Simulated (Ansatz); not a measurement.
# SiO2: a ladder of calculations

Cell of run 1: a structure deposited in the COD, atoms as given.

```cif
data_structure
_symmetry_space_group_name_H-M 'P 1'
_symmetry_Int_Tables_number 1
_cell_length_a 4.9820
_cell_length_b 4.9820
_cell_length_c 6.9630
_cell_angle_alpha 90.000
_cell_angle_beta 90.000
_cell_angle_gamma 90.000
_cell_volume 172.82
loop_
_atom_site_label
_atom_site_type_symbol
_atom_site_fract_x
_atom_site_fract_y
_atom_site_fract_z
_atom_site_occupancy
Si1 Si 0.29897 0.29897 0.00000 1
Si2 Si 0.20103 0.79897 0.25000 1
Si3 Si 0.70103 0.70103 0.50000 1
Si4 Si 0.79897 0.20103 0.75000 1
O5 O 0.23989 0.10347 0.17813 1
O6 O 0.39653 0.73989 0.42813 1
O7 O 0.76011 0.89653 0.67813 1
O8 O 0.60347 0.26011 0.92813 1
O9 O 0.73989 0.39653 0.57187 1
O10 O 0.89653 0.76011 0.32187 1
O11 O 0.26011 0.60347 0.07187 1
O12 O 0.10347 0.23989 0.82187 1
```

Sites (sets of like atoms) are named by element and the number of their first atom in this list.

Relaxed positions (PBE, cell held):

```
CELL_PARAMETERS angstrom
4.98200 0.00000 0.00000
0.00000 4.98200 0.00000
0.00000 0.00000 6.96300
ATOMIC_POSITIONS crystal
Si 0.30391 0.30391 0.00000
Si 0.19609 0.80391 0.25000
Si 0.69609 0.69609 0.50000
Si 0.80391 0.19609 0.75000
O 0.23732 0.11397 0.18374
O 0.38603 0.73732 0.43374
O 0.76268 0.88603 0.68374
O 0.61397 0.26268 0.93374
O 0.73732 0.38603 0.56626
O 0.88603 0.76268 0.31626
O 0.26268 0.61397 0.06626
O 0.11397 0.23732 0.81626
```

All runs are DFT with Ansatz 0.2.0 (plane waves and PAW, scalar-relativistic unless spin–orbit coupling is named, Γ-centred meshes, Fermi–Dirac smearing where given) in this cell.

Run 1: PBE, atoms as given; 420 eV, 5×5×4 k-points, smearing 0.02 eV.
Run 2: PBE, atoms relaxed; 420 eV, 5×5×4 k-points, smearing 0.02 eV.
Run 3: r2SCAN, at the relaxed atoms; 500 eV, 5×5×4 k-points, smearing 0.02 eV.
Run 4: PBE, gradients read without the response of the cores, at the relaxed atoms; 420 eV, 5×5×4 k-points, smearing 0.02 eV.

Question: What does each run give, and what moves the gradients most?

Answer: 

| run | Si V_zz (η) | O V_zz (η) |
| --- | --- | --- |
| 1 | -0.27 (0.60) | 9.19 (0.14) |
| 2 | -0.38 (0.74) | 9.50 (0.18) |
| 3 | -0.38 (0.69) | 9.38 (0.18) |
| 4 | -0.35 (0.75) | 9.80 (0.18) |

V_zz in 10²¹ V/m². Against run 1, the gradient tensors on these sites move by at most 0.45 in run 2 (O), 0.37 in run 3 (O), 0.65 in run 4 (O). Taken one at a time, the positions of the atoms (as given or relaxed) move the tensors on these sites by up to 0.45 (largest principal value of the change, on O), the response of the cores by 0.30 (O), the functional (r2SCAN with its higher cutoff) by 0.13 (O).

In runs 1, 3 the atoms aren't at the calculated equilibrium (largest force 0.41, 0.29 eV/Å). The cell isn't the equilibrium one in run 1 (calculated pressure 6 GPa), and the entry's cell may itself be off.
